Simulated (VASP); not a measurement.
# CdS (F-43m) in VASP: band structure with HSE06

Aim: the band structure of CdS with HSE06.

Everything below comes from runs of VASP 6.6.1. Logs are shortened: lines on timing, memory, paths and dates and some standing lists are left out, and cuts for length are marked.

## (1) Starting point

The structure is cubic, space group F-43m (No. 216). The conventional cell has a = 5.836 Å, b = 5.836 Å, c = 5.836 Å, α = 90.00°, β = 90.00°, γ = 90.00°. Cd (site symmetry -43m) is surrounded by 4 S at 2.53 Å. Around S (site symmetry -43m) lie 4 Cd at 2.53 Å.

The cell is a database's computed one.

## (2) Band structure, HSE06

The input, POSCAR:

```
CdS
1.0
    0.0000000000      2.9178400000      2.9178400000
    2.9178400000      0.0000000000      2.9178400000
    2.9178400000      2.9178400000      0.0000000000
Cd S
1 1
Direct
    0.0000000000      0.0000000000      0.0000000000
    0.7500000000      0.7500000000      0.7500000000
```

The input, INCAR.step1:

```
ALGO = Normal
EDIFF = 1E-5
ENCUT = 520
GGA = PE
ISIF = 2
ISMEAR = 0
LASPH = True
LCHARG = False
LREAL = False
LWAVE = True
NELM = 60
PREC = Accurate
SIGMA = 0.02
```

The input, INCAR.step2:

```
ALGO = Normal
EDIFF = 1E-7
ENCUT = 520
GGA = PE
HFSCREEN = 0.2
ISIF = 2
ISMEAR = 0
ISTART = 1
LASPH = True
LCHARG = False
LHFCALC = True
LREAL = False
LWAVE = False
NELM = 60
PREC = Accurate
PRECFOCK = Fast
SIGMA = 0.02
```

The input, KPOINTS:

```
k-points
0
Gamma
  6 6 6
```

The input, KPOINTS_OPT:

```
path GXWKGLUWLK,UX
10
line-mode
reciprocal
 0.0000000000  0.0000000000  0.0000000000  G
 0.5000000000  0.0000000000  0.5000000000  X

 0.5000000000  0.0000000000  0.5000000000  X
 0.5000000000  0.2500000000  0.7500000000  W

 0.5000000000  0.2500000000  0.7500000000  W
 0.3750000000  0.3750000000  0.7500000000  K

 0.3750000000  0.3750000000  0.7500000000  K
 0.0000000000  0.0000000000  0.0000000000  G

 0.0000000000  0.0000000000  0.0000000000  G
 0.5000000000  0.5000000000  0.5000000000  L

 0.5000000000  0.5000000000  0.5000000000  L
 0.6250000000  0.2500000000  0.6250000000  U

 0.6250000000  0.2500000000  0.6250000000  U
 0.5000000000  0.2500000000  0.7500000000  W

 0.5000000000  0.2500000000  0.7500000000  W
 0.5000000000  0.5000000000  0.5000000000  L

 0.5000000000  0.5000000000  0.5000000000  L
 0.3750000000  0.3750000000  0.7500000000  K

 0.6250000000  0.2500000000  0.6250000000  U
 0.5000000000  0.0000000000  0.5000000000  X
```

Potentials or basis: VASP PAW PBE potentials, release 64 (Cd, S).

The run is started by

```console
> cat potpaw_PBE.64/Cd/POTCAR potpaw_PBE.64/S/POTCAR > POTCAR
> cp INCAR.step1 INCAR
> mpirun -np 1 vasp_std > vasp.out
> cp INCAR.step2 INCAR
> mpirun -np 1 vasp_std > vasp.out
```

OUTCAR:

```text
EDIFF = 1E-7
   ENCUT = 520
   GGA = PE
   HFSCREEN = 0.2
   ISIF = 2
   ISMEAR = 0
   ISTART = 1
   LASPH = True
   LHFCALC = True
   LREAL = False
   NELM = 60
   PREC = Accurate
   PRECFOCK = Fast

 ion  position               nearest neighbor table
   1  0.000  0.000  0.000-   2 2.53   2 2.53   2 2.53   2 2.53
   2  0.750  0.750  0.750-   1 2.53   1 2.53   1 2.53   1 2.53

  LATTYP: Found a face centered cubic cell.
 ALAT       =     5.8356800000

  Lattice vectors:

 A1 = (   0.0000000000,   2.9178400000,   2.9178400000)
 A2 = (   2.9178400000,   0.0000000000,   2.9178400000)
 A3 = (   2.9178400000,   2.9178400000,   0.0000000000)

Analysis of symmetry for initial positions (statically):
=====================================================================
 Subroutine PRICEL returns:
 Original cell was already a primitive cell.

 Routine SETGRP: Setting up the symmetry group for a
 face centered cubic supercell.

 Subroutine GETGRP returns: Found 24 space group operations
 (whereof 24 operations were pure point group operations)
 out of a pool of 48 trial point group operations.

The static configuration has the point symmetry T_d .

Analysis of symmetry for dynamics (positions and initial velocities):
=====================================================================
 Subroutine PRICEL returns:
 Original cell was already a primitive cell.

 Routine SETGRP: Setting up the symmetry group for a
 face centered cubic supercell.

 Subroutine GETGRP returns: Found 24 space group operations
 (whereof 24 operations were pure point group operations)
 out of a pool of 48 trial point group operations.

The dynamic configuration has the point symmetry T_d .

 Subroutine INISYM returns: Found 24 space group operations
 (whereof 24 operations are pure point group operations),
 and found     1 'primitive' translations

----------------------------------------------------------------------------------------

                                     Primitive cell

  volume of cell :      49.6838

  direct lattice vectors                    reciprocal lattice vectors
     0.000000000  2.917840000  2.917840000    -0.171359636  0.171359636  0.171359636
     2.917840000  0.000000000  2.917840000     0.171359636 -0.171359636  0.171359636
     2.917840000  2.917840000  0.000000000     0.171359636  0.171359636 -0.171359636

  length of vectors
     4.126448901  4.126448901  4.126448901     0.296803596  0.296803596  0.296803596

  position of ions in fractional coordinates (direct lattice)
     0.000000000  0.000000000  0.000000000
     0.750000000  0.750000000  0.750000000

  ion indices of the primitive-cell ions
   primitive index   ion index
                 1           1
                 2           2

----------------------------------------------------------------------------------------

 KPOINTS: k-points

Automatic generation of k-mesh.
 Grid dimensions read from file:
 generate k-points for:    6    6    6

 Generating k-lattice:

  Cartesian coordinates                     Fractional coordinates (reciprocal lattice)
    -0.028559939  0.028559939  0.028559939     0.166666667  0.000000000  0.000000000
     0.028559939 -0.028559939  0.028559939     0.000000000  0.166666667  0.000000000
     0.028559939  0.028559939 -0.028559939     0.000000000  0.000000000  0.166666667

  Length of vectors
     0.049467266  0.049467266  0.049467266

  Shift w.r.t. Gamma in fractional coordinates (k-lattice)
     0.000000000  0.000000000  0.000000000

 Subroutine IBZKPT returns following result:
 ===========================================

 Found     16 irreducible k-points:

 Following reciprocal coordinates:
            Coordinates               Weight
  0.000000  0.000000  0.000000      1.000000
  0.166667  0.000000  0.000000      8.000000
  0.333333  0.000000  0.000000      8.000000
  0.500000  0.000000  0.000000      4.000000
  0.166667  0.166667  0.000000      6.000000
  0.333333  0.166667  0.000000     24.000000
[... 8 lines left out ...]
 -0.333333  0.333333  0.166667     24.000000
 -0.333333  0.500000  0.166667     12.000000
   k-points           NKPTS =     16   k-points in BZ     NKDIM =    216   number of bands    NBANDS=     13
   number of dos      NEDOS =    301   number of ions     NIONS =      2
   total plane-waves  NPLWV =  32768
   dimension x,y,z NGX =    32 NGY =   32 NGZ =   32
   dimension x,y,z NGXF=    64 NGYF=   64 NGZF=   64
   ions per type =               1   1
   NGX,Y,Z   is equivalent  to a cutoff of  12.89, 12.89, 12.89 a.u.
   NGXF,Y,Z  is equivalent  to a cutoff of  25.78, 25.78, 25.78 a.u.
 SYSTEM =  unknown system
   PREC   = accura    normal or accurate (medium, high low for compatibility)
   ISTART =      1    job   : 0-new  1-cont  2-samecut
   ICHARG =      0    charge: 1-file 2-atom 10-const
   ISPIN  =      1    spin polarized calculation?
   LNONCOLLINEAR =      F non collinear calculations
   LSORBIT =      F    spin-orbit coupling
   LASPH  =      T    aspherical Exc in radial PAW
   ENCUT  =  520.0 eV  38.22 Ry    6.18 a.u.   7.67  7.67  7.67*2*pi/ulx,y,z
   NELM   =     60;   NELMIN=  2; NELMDL=  0     # of ELM steps
   EDIFF  = 0.1E-06   stopping-criterion for ELM
   LREAL  =      F    real-space projection
   EDIFFG = 0.1E-05   stopping-criterion for IOM
   NSW    =      0    number of steps for IOM
   IBRION =     -1    ionic relax: 0-MD 1-quasi-New 2-CG
   NFREE  =      0    steps in history (QN), initial steepest desc. (CG)
   ISIF   =      2    stress and relaxation
   ISYM   =      3    0-nonsym 1-usesym 2-fastsym
   POTIM  = 0.5000    time-step for ionic-motion
   TEBEG  =    0.0;   TEEND  =   0.0 temperature during run
   PSTRESS=    0.0 pullay stress
   NELECT =      18.0000    total number of electrons
   NUPDOWN=      -1.0000    fix difference up-down
   EMIN   =  10.00;   EMAX   =-10.00  energy-range for DOS
   EFERMI =   0.00;   METHOD = LEGACY
   ISMEAR =     0;   SIGMA  =   0.02  broadening in eV -4-tet -1-fermi 0-gaus
   EFERMI_NEDOS =   21; number of points for ismear=-14 and -15
   IALGO  =     38    algorithm
   IMIX   =      1    mixing-type and parameters
     AMIX     =   0.40;   BMIX     =  1.00
     AMIX_MAG =   1.60;   BMIX_MAG =  1.00
  volume/ion in A,a.u.               =      24.84       167.64
  Fermi-wavevector in a.u.,A,eV,Ry     =   1.167063  2.205429 18.531616  1.362035
  Thomas-Fermi vector in A             =   2.303568
   LORBIT       =      0    0 simple, 1 ext, 2 COOP (PROOUT), +10 PAW based schemes
   GGA     = PE    functional components
   LHFCALC =     T    Hartree Fock is set to
   PRECFOCK=fast      Normal, Fast or Accurate (Low or Medium for compatibility)
   ENCUT4O =  -1.0   cutoff for four orbital integrals eV
   NKREDX  =     1    reduce k-point grid by
   NKREDY  =     1    reduce k-point grid by
   NKREDZ  =     1    reduce k-point grid by
   AEXX    =    0.2500 exact exchange contribution
   HFSCREEN=    0.2000 screening length (either q_TF or 0.3 A-1)
   HFSCREENC=   0.2000 screening length for correlation (either q_TF or 0.3 A-1)
   ENCUTFOCK=  -1.0 apply spherical cutoff to Coloumb kernel
   IVDW    =     0    specifies the selected vdW correction
   LEPSILON=     F    determine dielectric tensor
   LRPA    =     F    only Hartree local field effects (RPA)
 non-spin polarized calculation
 Gauss-broadening in eV      SIGMA  =   0.02
  energy-cutoff  :      520.00
  volume of cell :       49.68
 maximum number of plane-waves:      1363
 NGX is ok and might be reduce to    32
  NGX = 18; NGY = 18; NGZ = 18

 number of electron      18.0000005 magnetization

 Free energy of the ion-electron system (eV)
  ---------------------------------------------------
  ext. energy  EPLUGINS =         0.00000000
  ---------------------------------------------------
  free energy    TOTEN  =        -7.63201777 eV

  energy without entropy =       -7.63201777  energy(sigma->0) =       -7.63201777

 E-fermi :   0.7817     XC(G=0):  -7.5745

 val. band max:        0.6416084384   @ k =   0.0000   0.0000   0.0000
 cond. band min:       2.8256073703   @ k =   0.0000   0.0000   0.0000
 fundamental gap:      2.1839989318
 Fermi energy:         0.7816567581

 k-point     1 :       0.0000    0.0000    0.0000
  band No.  band energies     occupation
      1     -12.9172      2.00000
      2      -8.2108      2.00000
      3      -8.2108      2.00000
      4      -8.2107      2.00000
      5      -7.7282      2.00000
      6      -7.7282      2.00000
      7       0.6416      2.00000
      8       0.6416      2.00000
      9       0.6416      2.00000
     10       2.8256      0.00000
     11       8.3717      0.00000
     12       8.3717      0.00000
     13       8.3717      0.00000

 k-point     2 :       0.1667    0.0000    0.0000
  band No.  band energies     occupation
      1     -12.8031      2.00000
      2      -8.1732      2.00000
      3      -8.1732      2.00000
      4      -8.0967      2.00000
      5      -7.7290      2.00000
      6      -7.7290      2.00000
      7      -0.8941      2.00000
      8       0.4225      2.00000
      9       0.4225      2.00000
     10       3.9857      0.00000
     11       8.0136      0.00000
     12       8.7134      0.00000
     13       8.7134      0.00000

 k-point     3 :       0.3333    0.0000    0.0000
  band No.  band energies     occupation
      1     -12.5759      2.00000
      2      -8.1112      2.00000
      3      -8.1112      2.00000
      4      -7.7133      2.00000
      5      -7.7133      2.00000
      6      -7.6970      2.00000
      7      -2.9908      2.00000
      8       0.0227      2.00000
      9       0.0227      2.00000
     10       4.7352      0.00000
     11       8.5792      0.00000
     12       8.9231      0.00000
     13       8.9231      0.00000
[... 177 lines left out ...]
 k-point    15 :      -0.3333    0.3333    0.1667
  band No.  band energies     occupation
      1     -12.3624      2.00000
      2      -8.0145      2.00000
      3      -7.9744      2.00000
      4      -7.7706      2.00000
      5      -7.7108      2.00000
      6      -7.1233      2.00000
      7      -3.5645      2.00000
      8      -1.8170      2.00000
      9      -1.0157      2.00000
     10       6.8216      0.00000
     11       7.2803      0.00000
     12       8.9302      0.00000
     13      10.6620      0.00000

 k-point    16 :      -0.3333    0.5000    0.1667
  band No.  band energies     occupation
      1     -12.3281      2.00000
      2      -7.9691      2.00000
      3      -7.9433      2.00000
      4      -7.8090      2.00000
      5      -7.6881      2.00000
      6      -7.0885      2.00000
      7      -3.5024      2.00000
      8      -1.6623      2.00000
      9      -1.6452      2.00000
     10       6.3457      0.00000
     11       7.0178      0.00000
     12      10.1176      0.00000
     13      10.2222      0.00000

------------------------ aborting loop because EDIFF is reached ----------------------------------------

  FORCE on cell =-STRESS in cart. coord.  units (eV):
  Direction    XX          YY          ZZ          XY          YZ          ZX
  --------------------------------------------------------------------------------------
  -------------------------------------------------------------------------------------
  Total        0.5984629      0.5984629      0.5984629     -0.0000000     -0.0000000     -0.0000000
  in kB       19.2989382     19.2989382     19.2989382     -0.0000000     -0.0000000     -0.0000000
  external PRESSURE =      19.2989382 kB  Pullay stress =       0.0000000 kB

 VOLUME and BASIS-vectors are now :
 -----------------------------------------------------------------------------
  energy-cutoff  :      520.00
  volume of cell :       49.68
      direct lattice vectors                 reciprocal lattice vectors
     0.000000000  2.917840000  2.917840000    -0.171359636  0.171359636  0.171359636
     2.917840000  0.000000000  2.917840000     0.171359636 -0.171359636  0.171359636
     2.917840000  2.917840000  0.000000000     0.171359636  0.171359636 -0.171359636

 POSITION                                       TOTAL-FORCE (eV/Angst)
 -----------------------------------------------------------------------------------
      0.00000      0.00000      0.00000         0.000000      0.000000      0.000000
      4.37676      4.37676      4.37676        -0.000000     -0.000000     -0.000000
 -----------------------------------------------------------------------------------
    total drift:                               -0.000048     -0.000049     -0.000032

  FREE ENERGIE OF THE ION-ELECTRON SYSTEM (eV)
  ---------------------------------------------------
  free  energy   TOTEN  =        -7.6320177677 eV

  energy  without entropy=       -7.6320177677  energy(sigma->0) =       -7.63201777
```

Wall time 69 min (1 thread of AMD EPYC 9R45 (Zen 5), shared host); peak memory 0.33 GiB.

What came out:

| Item | Value |
| --- | --- |
| Free energy | -7.6320 eV |
| Pressure | 1.9 GPa |
| Band gap on the k mesh | 2.18 eV, direct |
| Band gap along the path | 2.18 eV, direct |

Levels at the corners of the path, in eV from the valence-band top:
| point | band 6 | band 7 | band 8 | band 9 | band 10 | band 11 | band 12 | band 13 |
| --- | --- | --- | --- | --- | --- | --- | --- | --- |
| Γ | -8.37 | 0.00 | 0.00 | 0.00 | 2.18 | 7.73 | 7.73 | 7.73 |
| X | -7.87 | -4.22 | -2.01 | -2.01 | 4.47 | 5.49 | 10.57 | 12.30 |
| X | -7.87 | -4.22 | -2.01 | -2.01 | 4.47 | 5.49 | 10.57 | 12.30 |
| W | -7.69 | -4.11 | -2.40 | -2.38 | 6.44 | 6.80 | 8.47 | 9.14 |
| W | -7.69 | -4.11 | -2.40 | -2.38 | 6.44 | 6.80 | 8.47 | 9.14 |
| K | -7.74 | -4.16 | -2.72 | -1.64 | 5.26 | 6.68 | 9.70 | 10.41 |
| K | -7.74 | -4.16 | -2.72 | -1.64 | 5.26 | 6.68 | 9.70 | 10.40 |
| Γ | -8.37 | 0.00 | 0.00 | 0.00 | 2.18 | 7.73 | 7.73 | 7.73 |
| Γ | -8.37 | 0.00 | 0.00 | 0.00 | 2.18 | 7.73 | 7.73 | 7.73 |
| L | -7.95 | -4.69 | -0.80 | -0.80 | 4.13 | 8.18 | 8.18 | 8.70 |
| L | -7.95 | -4.69 | -0.80 | -0.80 | 4.13 | 8.18 | 8.18 | 8.70 |
| U | -7.74 | -4.16 | -2.72 | -1.64 | 5.26 | 6.68 | 9.70 | 10.41 |
| U | -7.74 | -4.16 | -2.72 | -1.64 | 5.26 | 6.68 | 9.70 | 10.40 |
| W | -7.69 | -4.11 | -2.40 | -2.38 | 6.44 | 6.80 | 8.47 | 9.14 |
| W | -7.69 | -4.11 | -2.40 | -2.38 | 6.44 | 6.80 | 8.47 | 9.14 |
| L | -7.95 | -4.69 | -0.80 | -0.80 | 4.13 | 8.18 | 8.18 | 8.70 |
| L | -7.95 | -4.69 | -0.80 | -0.80 | 4.13 | 8.18 | 8.18 | 8.70 |
| K | -7.74 | -4.16 | -2.72 | -1.64 | 5.26 | 6.68 | 9.70 | 10.40 |
| U | -7.74 | -4.16 | -2.72 | -1.64 | 5.26 | 6.68 | 9.70 | 10.40 |
| X | -7.87 | -4.22 | -2.01 | -2.01 | 4.47 | 5.49 | 10.57 | 12.30 |

Caveat: the PAW data sets were made with another functional, which shifts forces and pressure a little.
